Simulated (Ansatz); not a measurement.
## MnS: single point with PBE

Crystal: MnS.

```
Mn S
1.0
     0.00000    2.47346    2.47346
     2.47346    0.00000    2.47346
     2.47346    2.47346    0.00000
Mn S
1 1
Direct
  0.00000 0.00000 0.00000
  0.75000 0.75000 0.75000
```

The cell is a database's computed one.

* Program: Ansatz 0.2.0
* Task: single point
* Functional: PBE
* Potentials or basis: Ansatz PAW
* Cutoff: 420 eV (not typed: the program's choice for these potentials)
* k mesh: 9 × 9 × 9
* Occupations: gaussian, width 0.022 eV
* Spin: collinear spin, ferromagnetic start
* Starting moments: [4.0, 0.0] μB

* Pressure: 2.9 GPa
* Band gap on the k mesh: none (metal or under the smearing width)
* Net moment: 0.23 μB per cell
* Absolute moment: 0.24 μB per cell
* Site moments: Mn +0.19; S -0.00 μB

Levels at points of the mesh, in eV from the Fermi level:
Spin up:
| k point | band 7 | band 8 | band 9 | band 10 | band 11 | band 12 | band 13 | band 14 | band 15 | band 16 |
| --- | --- | --- | --- | --- | --- | --- | --- | --- | --- | --- |
| (0.00, 0.00, 0.00) | -4.73 | -4.73 | -0.91 | -0.91 | 3.68 | 3.68 | 3.68 | 3.76 | 7.79 | 7.79 |
Spin down:
```csv
k point,band 6,band 7,band 8,band 9,band 10,band 11,band 12,band 13,band 14,band 15
"(0.00, 0.00, 0.00)",-4.69,-4.69,-4.69,-0.62,-0.62,3.74,3.74,3.74,3.79,7.84
```

It took 12 s on 2 threads of Intel(R) Xeon(R) Processor @ 2.50GHz (Skylake/Cascade Lake) (shared host), peak memory 0.35 GiB.

Caveat: the moment fell far below its start of 4 μB, so a state of higher moment may lie lower in energy; semilocal functionals often make such compounds metallic where correlation or magnetic order opens a gap, which also shifts bond lengths; the starting moments weren't kept. With open d or f shells a metallic result of PBE can be an artefact of self-interaction; +U or a hybrid may open a gap.
